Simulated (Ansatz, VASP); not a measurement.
This is a calculation of InSb3 for VASP 6.6.1.

Contents of INCAR:

```
SYSTEM = InSb3
PREC = Accurate
ENCUT = 520
EDIFF = 1E-7
ISMEAR = -1
SIGMA = 0.05
LREAL = .False.
LASPH = .True.
NELM = 80
ALGO = Normal
ISIF = 2
LWAVE = .False.
LCHARG = .False.
GGA = PS
NBANDS = 22
```

Contents of KPOINTS:

```
Automatic mesh
0
Gamma
  6 6 6
  0 0 0
```

File POSCAR:

```
InSb3
1.0
    0.0000000000      3.7690874206      3.7690874206
    3.7690874206      0.0000000000      3.7690874206
    3.7690874206      3.7690874206      0.0000000000
Sb In
3 1
Direct
    0.5000000000      0.5000000000      0.5000000000
    0.7500000000      0.7500000000      0.7500000000
    0.2500000000      0.2500000000      0.2500000000
    0.0000000000      0.0000000000      0.0000000000
```

Potentials or basis: VASP PAW PBE potentials, release 64 (Sb, In_d).

The run is started by

```sh
$ cat potpaw_PBE.64/Sb/POTCAR potpaw_PBE.64/In_d/POTCAR > POTCAR
$ mpirun -np 1 vasp_std > vasp.out
```

Task: Translate it to Ansatz 0.2.0. Potentials there: all-electron LAPW, scalar-relativistic.

Result: As run (the cutoff follows the program's own potentials):

input.yaml

```yaml
crystal:
  lattice:
    - [0.0, 3.7690874206, 3.7690874206]
    - [3.7690874206, 0.0, 3.7690874206]
    - [3.7690874206, 3.7690874206, 0.0]
  atoms:
    - { symbol: Sb, position: [0.5, 0.5, 0.5] }
    - { symbol: Sb, position: [0.75, 0.75, 0.75] }
    - { symbol: Sb, position: [0.25, 0.25, 0.25] }
    - { symbol: In, position: [0.0, 0.0, 0.0] }
kpoints:
  mp_grid: { grid: [6, 6, 6] }
scf:
  occupations: { method: fermi_dirac, width: 0.05 }
hamiltonian:
  xc: pbesol
  pseudopotentials: { kind: all_electron, lapw: { basis_error: 0.001 } }
output:
  forces: true
  stress: true
  eigenvalues: true
```

Potentials or basis: all-electron LAPW, scalar-relativistic.

Command:

```bash
$ ansatz run input.yaml --threads 2 --pin off --max-ram 8192MiB --backend cpu --events-out ev --progress --plain --runs-dir out
```

Both were run:

|  | VASP | Ansatz | Ansatz less VASP |
| --- | --- | --- | --- |
| gap on the k mesh at the Fermi level (eV) | none | none | - |
| pressure (GPa) | -2.2 | -2.1 | +0.03 |

A gap of «none» marks a metal or a gap that the smearing closes. Ansatz ran all-electron here, so the differences hold the error of VASP's frozen core and of both bases.

Caveats: the PAW data sets were made with another functional, which shifts forces and pressure a little (VASP). Spin-orbit coupling is left out, which matters for the levels of Sb.
